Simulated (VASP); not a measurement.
BP: band structure with HSE06

BP:

```
CELL_PARAMETERS angstrom
0.00000 2.26900 2.26900
2.26900 0.00000 2.26900
2.26900 2.26900 0.00000
ATOMIC_POSITIONS crystal
P 0.75000 0.75000 0.75000
B 0.00000 0.00000 0.00000
```

| Item | Value |
| --- | --- |
| Program | VASP 6.6.1 |
| Task | band structure |
| Functional | HSE06 |
| Potentials or basis | VASP PAW PBE potentials, release 64 (P, B) |
| Cutoff | 520 eV |
| k mesh | 8 × 8 × 8 |
| Occupations | gaussian, width 0.02 eV |
| Spin | no spin polarisation |
| Ladder | gaps |
| Grid for exact exchange (PRECFOCK) | Fast |
| Screening parameter | 0.2 1/A |
| Further INCAR settings | ALGO = Normal; EDIFF = 1e-06; NBANDS = 11 |

The pressure is -2.2 GPa. The band gap on the k mesh is 2.01 eV, indirect (least direct gap 4.35 eV) and the band gap along the path is 1.97 eV, indirect (least direct gap 4.35 eV).

Levels at the corners of the path, in eV from the valence-band top:
```csv
point,band 1,band 2,band 3,band 4,band 5,band 6,band 7,band 8,band 9
Γ,-17.10,0.00,0.00,0.00,4.35,4.35,4.35,8.70,12.61
X,-11.71,-9.58,-4.53,-4.53,2.07,2.42,13.85,13.85,16.98
X,-11.71,-9.58,-4.53,-4.53,2.07,2.42,13.85,13.85,16.98
W,-11.41,-9.02,-6.20,-5.98,6.36,7.79,8.55,8.75,14.51
W,-11.41,-9.02,-6.20,-5.98,6.36,7.79,8.55,8.75,14.51
K,-11.73,-9.12,-6.81,-3.85,2.95,7.08,11.25,12.18,13.12
K,-11.73,-9.12,-6.81,-3.85,2.95,7.08,11.25,12.18,13.12
Γ,-17.10,0.00,0.00,0.00,4.35,4.35,4.35,8.70,12.61
Γ,-17.10,0.00,0.00,0.00,4.35,4.35,4.35,8.70,12.61
L,-13.44,-10.01,-1.94,-1.94,4.75,5.74,5.74,11.38,16.22
L,-13.44,-10.01,-1.94,-1.94,4.75,5.74,5.74,11.38,16.22
U,-11.73,-9.12,-6.81,-3.85,2.95,7.08,11.25,12.18,13.12
U,-11.73,-9.12,-6.81,-3.85,2.95,7.08,11.25,12.18,13.12
W,-11.41,-9.02,-6.20,-5.98,6.36,7.79,8.55,8.75,14.51
W,-11.41,-9.02,-6.20,-5.98,6.36,7.79,8.55,8.75,14.51
L,-13.44,-10.01,-1.94,-1.94,4.75,5.74,5.74,11.38,16.22
L,-13.44,-10.01,-1.94,-1.94,4.75,5.74,5.74,11.38,16.22
K,-11.73,-9.12,-6.81,-3.85,2.95,7.08,11.25,12.18,13.12
U,-11.73,-9.12,-6.81,-3.85,2.95,7.08,11.25,12.18,13.12
X,-11.71,-9.58,-4.53,-4.53,2.07,2.42,13.85,13.85,16.98
```

It took 7.1 min on 4 MPI ranks on AMD EPYC 9R45 96-Core Processor (Zen 5), with other jobs on the host, peak memory 0.31 GiB a rank.

Caveat: the PAW data sets were made with another functional, which shifts forces and pressure a little.
